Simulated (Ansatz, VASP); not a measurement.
This is a calculation of Zr for Ansatz 0.2.0.

Contents of input.yaml:

```yaml
crystal:
  lattice:
    - [-1.8338185209, 1.8338185209, 1.8338185209]
    - [1.8338185209, -1.8338185209, 1.8338185209]
    - [1.8338185209, 1.8338185209, -1.8338185209]
  atoms:
    - { symbol: Zr, position: [0.0, 0.0, 0.0] }
hamiltonian:
  xc: pbesol
  pseudopotentials: { kind: paw }
kpoints:
  mp_grid: { grid: [10, 10, 10] }
scf:
  occupations: { method: fermi_dirac, width: 0.05 }
output:
  forces: true
  stress: true
  eigenvalues: true
```

Potentials or basis: Ansatz PAW.

Command:

```sh
$ ansatz run input.yaml --threads 1 --pin off --max-ram 3584MiB --backend cpu --events-out ev --progress --plain --runs-dir out
```

Question: Set up the same calculation for VASP 6.6.1. Potentials there: VASP PAW PBE potentials, release 64 (Zr_sv).

Answer: As run (the cutoff follows the program's own potentials):

File INCAR:

```
SYSTEM = Zr
PREC     = Accurate       ! precision mode
ENCUT    = 520            ! plane-wave cutoff, eV
EDIFF    = 1E-6           ! SCF threshold, eV
ISMEAR   = -1             ! smearing method
SIGMA    = 0.05           ! smearing width, eV
LREAL    = .FALSE.        ! projectors in reciprocal space
LASPH    = .TRUE.         ! aspherical terms in the spheres
NELM     = 100            ! most SCF steps
ALGO     = Normal         ! electronic algorithm
ISIF     = 2              ! what is computed and relaxed
LWAVE    = .FALSE.        ! write WAVECAR
LCHARG   = .FALSE.        ! write CHGCAR
GGA      = PS             ! functional
NBANDS   = 12             ! bands
```

KPOINTS

```
Automatic mesh
0
G
  10 10 10
  0 0 0
```

POSCAR

```
Zr
1.0
   -1.8338185209      1.8338185209      1.8338185209
    1.8338185209     -1.8338185209      1.8338185209
    1.8338185209      1.8338185209     -1.8338185209
Zr
1
Direct
    0.0000000000      0.0000000000      0.0000000000
```

Potentials or basis: VASP PAW PBE potentials, release 64 (Zr_sv).

The run is started by

```console
$ cat potpaw_PBE.64/Zr_sv/POTCAR > POTCAR
$ mpirun -np 1 vasp_std > vasp.out
```

Both were run:

|  | VASP | Ansatz | Ansatz less VASP |
| --- | --- | --- | --- |
| gap on the k mesh at the Fermi level (eV) | none | none | - |
| pressure (GPa) | -9.5 | -9.5 | -0.05 |

A gap of «none» marks a metal or a gap that the smearing closes.

Caveats: the PAW data sets were made with another functional, which shifts forces and pressure a little (VASP); the PAW data sets come from PBE, with cores solved anew for the run's functional, which leaves a small shift of forces and pressure (Ansatz).
